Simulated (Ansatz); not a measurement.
Crystal: SrCl2.

```
Sr Cl
1.0
     0.00000    3.48835    3.48835
     3.48835    0.00000    3.48835
     3.48835    3.48835    0.00000
Sr Cl
1 2
Direct
  0.00000 0.00000 0.00000
  0.75000 0.75000 0.75000
  0.25000 0.25000 0.25000
```

```yaml
Program: Ansatz 0.2.0
Task: single point
Functional: PBE
Potentials_or_basis: all-electron LAPW, scalar-relativistic
Cutoff: 156 eV (chosen from the basis error)
Basis_error_allowed: 0.001 eV/atom
k_mesh: 7 × 7 × 7
Occupations: fermi-dirac, width 0.05 eV
Spin: no spin polarisation
```

On this cell: pressure 1.0 GPa; largest force zero by symmetry; band gap on the k mesh 5.38 eV, indirect (least direct gap 5.68 eV).

The same run follows on a disturbed copy (atoms moved at random, drawn with an rms of 0.05 Å):

```
CELL_PARAMETERS angstrom
0.00000 3.48835 3.48835
3.48835 0.00000 3.48835
3.48835 3.48835 0.00000
ATOMIC_POSITIONS crystal
Sr 0.99028 0.99978 0.99929
Cl 0.74941 0.75593 0.74881
Cl 0.26038 0.25031 0.24447
```

Q: What does the disturbed cell give?

A: The energy moves by +3.4 meV/atom; pressure 1.1 GPa; largest force 0.215 eV/Å; band gap on the k mesh 5.37 eV, indirect (least direct gap 5.68 eV).

Forces in eV/Å, atoms in the order of the input:
```
Sr  -0.005  0.124  0.176
Cl  -0.084 -0.013 -0.048
Cl   0.090 -0.111 -0.128
```

Stress tensor (GPa, compression positive):
```
 1.09 -0.09 -0.11
-0.09  1.07  0.22
-0.11  0.22  1.05
```

Caveats: an odd mesh through Γ misses points on the zone boundary, where band edges often lie.
